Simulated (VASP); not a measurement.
# PbSe (Fm-3m) in VASP: settings compared

One crystal, PbSe, is run at these levels: PBEsol, r2SCAN, TB-mBJ; tasks: band structure.

Everything below comes from runs of VASP 6.6.1. Logs are shortened: lines on timing, memory, paths and dates and some standing lists are left out, and cuts for length are marked.

**Experimental background.**

A printed reference work, monograph reports, for a bulk crystal of PbSe: band gap 0.15 eV (direct) at 4.2 K; band gap 0.28 eV (direct) at 300 K.

The runs below are set against these values where they give the same quantity.

**1. Starting point**

Symmetry: Fm-3m, No. 225, cubic system. Conventional cell: a = 6.104 Å, b = 6.104 Å, c = 6.104 Å, α = 90.00°, β = 90.00°, γ = 90.00°. Around Se (site symmetry m-3m) lie 6 Pb at 3.05 Å. Pb (site symmetry m-3m) has 6 Se at 3.05 Å as nearest neighbours.

The cell was built by a generator and needn't be a form met in nature.

**2. Band structure, PBEsol**

Contents of INCAR:

```
PREC = Accurate ; ENCUT = 520
EDIFF = 1E-6 ; ISMEAR = 0
SIGMA = 0.03 ; LREAL = F
LASPH = T ; NELM = 80
ALGO = Normal ; ISIF = 2
LWAVE = F ; LCHARG = F
GGA = PS ; NBANDS = 17
ICORELEVEL = 1
```

Contents of KPOINTS:

```
regular mesh
0
Gamma
  8 8 8
```

Contents of POSCAR:

```
PbSe                                    
1.0
    0.0000000000      3.0519897477      3.0519897477
    3.0519897477      0.0000000000      3.0519897477
    3.0519897477      3.0519897477      0.0000000000
  Se              Pb            
     1     1
Direct
     0.5000000000000000    0.5000000000000000    0.5000000000000000
     0.0000000000000000    0.0000000000000000    0.0000000000000000
```

Contents of KPOINTS_OPT:

```
explicit points
159
Reciprocal
 0.0000000000  0.0000000000  0.0000000000 1
 0.0357142857  0.0000000000  0.0357142857 1
 0.0714285714  0.0000000000  0.0714285714 1
 0.1071428571  0.0000000000  0.1071428571 1
 0.1428571429  0.0000000000  0.1428571429 1
 0.1785714286  0.0000000000  0.1785714286 1
[... 151 lines left out ...]
 0.4250000000  0.0000000000  0.4250000000 1
 0.4500000000  0.0000000000  0.4500000000 1
```

Potentials or basis: VASP PAW PBE potentials, release 64 (Se, Pb_d).

Started as:

```console
cat potpaw_PBE.64/Se/POTCAR potpaw_PBE.64/Pb_d/POTCAR > POTCAR
mpirun -np 1 vasp_std > vasp.out
```

OUTCAR:

```text
PREC = Accurate
   ENCUT = 520
   EDIFF = 1E-6
   ISMEAR = 0
   LREAL = F
   LASPH = T
   NELM = 80
   ISIF = 2
   GGA = PS

 ion  position               nearest neighbor table
   1  0.500  0.500  0.500-   2 3.05   2 3.05   2 3.05   2 3.05   2 3.05   2 3.05
   2  0.000  0.000  0.000-   1 3.05   1 3.05   1 3.05   1 3.05   1 3.05   1 3.05

  LATTYP: Found a face centered cubic cell.
 ALAT       =     6.1039794954

  Lattice vectors:

 A1 = (   0.0000000000,   3.0519897477,   3.0519897477)
 A2 = (   3.0519897477,   0.0000000000,   3.0519897477)
 A3 = (   3.0519897477,   3.0519897477,   0.0000000000)

Analysis of symmetry for initial positions (statically):
=====================================================================
 Subroutine PRICEL returns:
 Original cell was already a primitive cell.

 Routine SETGRP: Setting up the symmetry group for a
 face centered cubic supercell.

 Subroutine GETGRP returns: Found 48 space group operations
 (whereof 48 operations were pure point group operations)
 out of a pool of 48 trial point group operations.

The static configuration has the point symmetry O_h .

Analysis of symmetry for dynamics (positions and initial velocities):
=====================================================================
 Subroutine PRICEL returns:
 Original cell was already a primitive cell.

 Routine SETGRP: Setting up the symmetry group for a
 face centered cubic supercell.

 Subroutine GETGRP returns: Found 48 space group operations
 (whereof 48 operations were pure point group operations)
 out of a pool of 48 trial point group operations.

The dynamic configuration has the point symmetry O_h .

 Subroutine INISYM returns: Found 48 space group operations
 (whereof 48 operations are pure point group operations),
 and found     1 'primitive' translations

----------------------------------------------------------------------------------------

                                     Primitive cell

  volume of cell :      56.8564

  direct lattice vectors                    reciprocal lattice vectors
     0.000000000  3.051989748  3.051989748    -0.163827549  0.163827549  0.163827549
     3.051989748  0.000000000  3.051989748     0.163827549 -0.163827549  0.163827549
     3.051989748  3.051989748  0.000000000     0.163827549  0.163827549 -0.163827549

  length of vectors
     4.316165293  4.316165293  4.316165293     0.283757639  0.283757639  0.283757639

  position of ions in fractional coordinates (direct lattice)
     0.500000000  0.500000000  0.500000000
     0.000000000  0.000000000  0.000000000

  ion indices of the primitive-cell ions
   primitive index   ion index
                 1           1
                 2           2

----------------------------------------------------------------------------------------

 KPOINTS: regular mesh

Automatic generation of k-mesh.
 Grid dimensions read from file:
 generate k-points for:    8    8    8

 Generating k-lattice:

  Cartesian coordinates                     Fractional coordinates (reciprocal lattice)
    -0.020478444  0.020478444  0.020478444     0.125000000  0.000000000  0.000000000
     0.020478444 -0.020478444  0.020478444     0.000000000  0.125000000  0.000000000
     0.020478444  0.020478444 -0.020478444     0.000000000  0.000000000  0.125000000

  Length of vectors
     0.035469705  0.035469705  0.035469705

  Shift w.r.t. Gamma in fractional coordinates (k-lattice)
     0.000000000  0.000000000  0.000000000

 Subroutine IBZKPT returns following result:
 ===========================================

 Found     29 irreducible k-points:

 Following reciprocal coordinates:
            Coordinates               Weight
  0.000000  0.000000  0.000000      1.000000
  0.125000  0.000000  0.000000      8.000000
  0.250000  0.000000  0.000000      8.000000
  0.375000  0.000000  0.000000      8.000000
  0.500000  0.000000  0.000000      4.000000
  0.125000  0.125000  0.000000      6.000000
[... 16 lines left out ...]
  0.500000  0.250000  0.125000     48.000000
 -0.375000  0.250000  0.125000     24.000000
[... 42 lines left out ...]
       5s   -134.5599  5p    -76.2602

 E-fermi :   5.1100     XC(G=0):  -9.7582

 val. band max:        5.0230213581   @ k =   0.5000   0.0000   0.0000
 cond. band min:       5.1969310389   @ k =   0.5000   0.0000   0.0000
 fundamental gap:      0.1739096808
 Fermi energy:         5.1099764251

 k-point     1 :       0.0000    0.0000    0.0000
  band No.  band energies     occupation
      1     -11.7437      2.00000
      2     -11.7437      2.00000
      3     -11.7437      2.00000
      4     -11.7425      2.00000
      5     -11.7425      2.00000
      6      -8.6631      2.00000
[... 9 lines left out ...]
     16      11.4462      0.00000
     17      12.9919      0.00000

 k-point     2 :       0.1250    0.0000    0.0000
  band No.  band energies     occupation
      1     -11.7466      2.00000
      2     -11.7466      2.00000
      3     -11.7431      2.00000
      4     -11.7384      2.00000
      5     -11.7384      2.00000
      6      -8.5420      2.00000
[... 9 lines left out ...]
     16      11.7949      0.00000
     17      14.1764      0.00000

 k-point     3 :       0.2500    0.0000    0.0000
  band No.  band energies     occupation
      1     -11.7557      2.00000
      2     -11.7557      2.00000
      3     -11.7420      2.00000
      4     -11.7261      2.00000
      5     -11.7261      2.00000
      6      -8.2089      2.00000
[... 9 lines left out ...]
     16      12.6680      0.00000
     17      16.1319      0.00000

 k-point     4 :       0.3750    0.0000    0.0000
  band No.  band energies     occupation
      1     -11.7649      2.00000
      2     -11.7649      2.00000
      3     -11.7412      2.00000
      4     -11.7137      2.00000
      5     -11.7137      2.00000
      6      -7.7859      2.00000
[... 9 lines left out ...]
     16      13.9763      0.00000
     17      16.4210      0.00000
[... 343 lines left out ...]
      1     -11.7854      2.00000
      2     -11.7464      2.00000
      3     -11.7456      2.00000
      4     -11.7212      2.00000
      5     -11.7170      2.00000
      6      -7.9217      2.00000
[... 9 lines left out ...]
     16      14.4700      0.00000
     17      15.0128      0.00000

 k-point    23 :       0.5000    0.2500    0.1250
  band No.  band energies     occupation
      1     -11.7990      2.00000
      2     -11.7520      2.00000
      3     -11.7395      2.00000
      4     -11.7182      2.00000
      5     -11.7100      2.00000
      6      -7.5473      2.00000
[... 9 lines left out ...]
     16      14.9025      0.00000
     17      16.0266      0.00000

 k-point    24 :      -0.3750    0.2500    0.1250
  band No.  band energies     occupation
      1     -11.8040      2.00000
      2     -11.7554      2.00000
      3     -11.7327      2.00000
      4     -11.7220      2.00000
      5     -11.7060      2.00000
      6      -7.3629      2.00000
[... 9 lines left out ...]
     16      15.8225      0.00000
     17      15.8662      0.00000

 [... further k-points ...]

------------------------ aborting loop because EDIFF is reached ----------------------------------------

  FORCE on cell =-STRESS in cart. coord.  units (eV):
  Direction    XX          YY          ZZ          XY          YZ          ZX
  --------------------------------------------------------------------------------------
  -------------------------------------------------------------------------------------
  Total       -0.0182226     -0.0182226     -0.0182226      0.0000000     -0.0000000     -0.0000000
  in kB       -0.5135008     -0.5135008     -0.5135008      0.0000000     -0.0000000     -0.0000000
  external PRESSURE =      -0.5135008 kB  Pullay stress =       0.0000000 kB

 VOLUME and BASIS-vectors are now :
 -----------------------------------------------------------------------------
  energy-cutoff  :      520.00
  volume of cell :       56.86
      direct lattice vectors                 reciprocal lattice vectors
     0.000000000  3.051989748  3.051989748    -0.163827549  0.163827549  0.163827549
     3.051989748  0.000000000  3.051989748     0.163827549 -0.163827549  0.163827549
     3.051989748  3.051989748  0.000000000     0.163827549  0.163827549 -0.163827549

 POSITION                                       TOTAL-FORCE (eV/Angst)
 -----------------------------------------------------------------------------------
      3.05199      3.05199      3.05199         0.000000     -0.000000     -0.000000
      0.00000      0.00000      0.00000         0.000000      0.000000      0.000000
 -----------------------------------------------------------------------------------
    total drift:                                0.000000     -0.000000     -0.000000

  FREE ENERGIE OF THE ION-ELECTRON SYSTEM (eV)
  ---------------------------------------------------
  free  energy   TOTEN  =        -8.9176216989 eV

  energy  without entropy=       -8.9176216395  energy(sigma->0) =       -8.91762167
```

Run time: 80 s. Hardware: 1 thread of Intel Xeon Platinum 8175M at 2.50GHz (Skylake/Cascade Lake), shared host; peak memory 0.19 GiB.

What came out:

| Property | Result |
| --- | --- |
| Free energy | -8.9176 eV |
| Pressure | -0.1 GPa |
| Band gap on the k mesh | 0.17 eV, direct |
| Band gap along the path | 0.17 eV, direct |

Levels at the corners of the path, in eV from the valence-band top:
| point | band 7 | band 8 | band 9 | band 10 | band 11 | band 12 | band 13 | band 14 |
| --- | --- | --- | --- | --- | --- | --- | --- | --- |
| Γ | -6.32 | -1.92 | -1.92 | -1.92 | 4.69 | 4.69 | 4.69 | 6.42 |
| X | -7.43 | -5.10 | -3.31 | -3.31 | 3.54 | 5.61 | 5.61 | 6.04 |
| X | -7.43 | -5.10 | -3.31 | -3.31 | 3.54 | 5.61 | 5.61 | 6.04 |
| W | -8.08 | -4.33 | -4.33 | -0.80 | 1.82 | 4.89 | 4.89 | 7.68 |
| W | -8.08 | -4.33 | -4.33 | -0.80 | 1.82 | 4.89 | 4.89 | 7.68 |
| K | -8.11 | -4.69 | -2.79 | -2.46 | 3.34 | 3.99 | 5.41 | 5.72 |
| K | -8.11 | -4.69 | -2.79 | -2.46 | 3.34 | 3.99 | 5.41 | 5.72 |
| Γ | -6.32 | -1.92 | -1.92 | -1.92 | 4.69 | 4.69 | 4.69 | 6.42 |
| Γ | -6.32 | -1.92 | -1.92 | -1.92 | 4.69 | 4.69 | 4.69 | 6.42 |
| L | -8.89 | -1.50 | -1.50 | 0.00 | 0.17 | 1.63 | 1.63 | 8.42 |
| L | -8.89 | -1.50 | -1.50 | 0.00 | 0.17 | 1.63 | 1.63 | 8.42 |
| U | -8.11 | -4.69 | -2.79 | -2.46 | 3.34 | 3.99 | 5.41 | 5.72 |
| U | -8.11 | -4.69 | -2.79 | -2.46 | 3.34 | 3.99 | 5.41 | 5.72 |
| W | -8.08 | -4.33 | -4.33 | -0.80 | 1.82 | 4.89 | 4.89 | 7.68 |
| W | -8.08 | -4.33 | -4.33 | -0.80 | 1.82 | 4.89 | 4.89 | 7.68 |
| L | -8.89 | -1.50 | -1.50 | 0.00 | 0.17 | 1.63 | 1.63 | 8.42 |
| L | -8.89 | -1.50 | -1.50 | 0.00 | 0.17 | 1.63 | 1.63 | 8.42 |
| K | -8.11 | -4.69 | -2.79 | -2.46 | 3.34 | 3.99 | 5.41 | 5.72 |
| U | -8.11 | -4.69 | -2.79 | -2.46 | 3.34 | 3.99 | 5.41 | 5.72 |
| X | -7.43 | -5.10 | -3.31 | -3.31 | 3.54 | 5.61 | 5.61 | 6.04 |

Core levels (eV, on the scale of the bands):
| atom | levels |
| --- | --- |
| 1 Se | 1s -12492.3, 2s -1595.8, 2p -1402.2, 3s -202.5, 3p -142.0, 3d -42.1 |
| 2 Pb | 1s -88082.5, 2s -15744.0, 2p -13498.7, 3s -3772.2, 3p -3128.8, 3d -2473.8, 4s -846.8, 4p -636.0, 4d -392.3, 4f -123.4, 5s -134.6, 5p -76.3 |

Caveat: the PAW data sets were made with another functional, which shifts forces and pressure a little; spin-orbit coupling is left out, which as a rule narrows the gap of such compounds by several tenths of an eV.

**3. Band structure, PBEsol, spin-orbit coupling, no magnetisation**

Changes to INCAR since step 2:

```diff
@@ -6,3 +6,4 @@
 LWAVE = F ; LCHARG = F
-GGA = PS ; NBANDS = 17
-ICORELEVEL = 1
+MAGMOM = 0 0 0 0 0 0 ; LORBIT = 11
+LSORBIT = T ; GGA_COMPAT = F
+GGA = PS ; NBANDS = 34
```

Contents of KPOINTS:

```
regular mesh
0
Gamma
  6 6 6
```

POSCAR is that of step 2.

KPOINTS_OPT is that of step 2.

Potentials or basis: VASP PAW PBE potentials, release 64 (Se, Pb_d).

Started as:

```console
cat potpaw_PBE.64/Se/POTCAR potpaw_PBE.64/Pb_d/POTCAR > POTCAR
mpirun -np 1 vasp_ncl > vasp.out
```

It took 5.9 min on 1 thread of Intel Xeon Platinum 8175M at 2.50GHz (Skylake/Cascade Lake), shared host; peak memory 0.33 GiB.

The run converged. Its results:

* Free energy: -9.3524 eV
* Pressure: -0.6 GPa
* Valence electrons inside the program's atomic spheres: Se 3.79; Pb 11.86

Caveat: the PAW data sets were made with another functional, which shifts forces and pressure a little.

(Part 1 of 2 ends here.)
